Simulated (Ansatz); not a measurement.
## MoS2, one structure, two calculations

Cell: a COD entry, its atoms then relaxed with PBE in this cell.

```cif
data_structure
_symmetry_space_group_name_H-M 'P 1'
_symmetry_Int_Tables_number 1
_cell_length_a 6.3898
_cell_length_b 6.3898
_cell_length_c 6.3898
_cell_angle_alpha 28.660
_cell_angle_beta 28.660
_cell_angle_gamma 28.660
_cell_volume 53.05
loop_
_atom_site_label
_atom_site_type_symbol
_atom_site_fract_x
_atom_site_fract_y
_atom_site_fract_z
_atom_site_occupancy
Mo1 Mo 0.99999 0.99999 0.99999 1
S2 S 0.24830 0.24830 0.24830 1
S3 S 0.41841 0.41841 0.41841 1
```

Atom numbers follow the list; atoms alike are taken as one site, whose name carries the number of the first.

First run. Computed with Ansatz: DFT, PBE, plane waves and PAW, scalar-relativistic, collinear spin, 420 eV cutoff, Γ-centred 16×16×16 k-points, Fermi–Dirac smearing 0.02 eV. Start moments as typed (μB): 2 on each Mo, none on the rest.

| site | atom | V_zz (10²¹ V/m²) | η |
| --- | --- | --- | --- |
| Mo | 1 | -7.41 | 0.00 |
| S2 | 2 | -5.32 | 0.00 |
| S3 | 3 | -5.14 | 0.00 |

Second run. The same atoms and settings, except that the functional is r2SCAN and the cutoff is 500 eV.

(1) What does the second run give?

Results:

(1) 

```tsv
site	atom	V_zz	η	change of V_zz
Mo	1	-7.50	0.00	-0.09
S2	2	-5.42	0.00	-0.10
S3	3	-5.23	0.00	-0.09
```

The largest change of V_zz is on S2, from -5.32 to -5.42. In per cent, |V_zz| changes by +1 on Mo, +2 on S (all sites that start above 0.5).

Without spin–orbit coupling (the program notes it for Mo) the gradients can shift somewhat, as the gap is small. The start moments die out, and the run ends without spin.
For the second run: The program didn't check the stability of this electronic state in full, so a lower one may lie near.
